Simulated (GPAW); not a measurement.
Wanted: an ASE script for a GPAW 26.7.0 run.

- Task: equation of state
- Functional: LDA
- Potentials or basis: the program's PAW data sets (release 1.2.1) made for this functional
- Cutoff: 600 eV
- Basis: pw
- k mesh: 9 × 9 × 7
- Occupations: fermi-dirac, width 0.05 eV
- Spin: no spin polarisation
- Maxiter: 150
- Eos scales: [0.94, 0.96, 0.98, 1.0, 1.02, 1.04, 1.06]

Crystal: CuAu.

```
Au Cu
1.0
     2.81075    0.00000    0.00000
     0.00000    2.81075    0.00000
     0.00000    0.00000    3.68500
Au Cu
1 1
Direct
  0.00000 0.00000 0.00000
  0.50000 0.50000 0.50000
```

One way to write it, as run:

run.py

```python
from ase import Atoms
from ase.eos import EquationOfState
from ase.io import Trajectory
from ase.units import GPa
from gpaw import GPAW, PW

atoms = Atoms(['Au', 'Cu'],
              cell=[[2.8107494552, 0.0, 0.0],
                    [0.0, 2.8107494552, 0.0],
                    [0.0, 0.0, 3.685]],
              scaled_positions=[[0.0, 0.0, 0.0],
                                [0.5, 0.5, 0.5]],
              pbc=True)

traj = Trajectory('eos.traj', 'w')
volumes, energies = [], []
for x in [0.94, 0.96, 0.98, 1.0, 1.02, 1.04, 1.06]:
    a = atoms.copy()
    a.set_cell(atoms.cell * x**(1 / 3), scale_atoms=True)
    calc = GPAW(mode=PW(600),
                xc='LDA',
                kpts={'size': (9, 9, 7), 'gamma': True},
                occupations={'name': 'fermi-dirac', 'width': 0.05},
                nbands=23,
                convergence={'density': 1e-05, 'energy': 1e-05},
                maxiter=150,
                txt=f'eos-{x:.2f}.txt')
    a.calc = calc
    energies.append(a.get_potential_energy(force_consistent=True))
    volumes.append(a.get_volume())
    p = -a.get_stress()[:3].mean() / GPa
    calc.write(f'eos-{x:.2f}.gpw')
    traj.write(a)
    print(f'{x:.2f} {volumes[-1]:10.4f} A^3 {energies[-1]:14.6f} eV {p:9.3f} GPa', flush=True)

v0, e0, B = EquationOfState(volumes, energies, eos='birchmurnaghan').fit()
print(f'V0 = {v0:.4f} A^3, E0 = {e0:.6f} eV, B0 = {B / GPa:.2f} GPa')
```

Potentials or basis: the program's PAW data sets (release 1.2.1) made for this functional, pw.

The run is started by

```console
$ OMP_NUM_THREADS=1 python run.py
```

Results of the run:

| Quantity | Value |
| --- | --- |
| Equilibrium volume | 14.00 Å³/atom |
| Bulk modulus at fixed shape and positions | 191 GPa |
| Pressure derivative of the bulk modulus | 5.6 |

Caveat: with these Cu and Au data sets, volumes or pressures lay over 1.5 % or 2 GPa off other programs in two to four cells of ten; the cell was scaled at fixed shape and fractional positions, which overstates the stiffness of a crystal with free parameters, most of all of layers and chains.

It took 2.8 min on 1 thread of AMD EPYC 7R43 64-Core Processor (Zen 3), with other jobs on the host, peak memory 0.32 GiB.
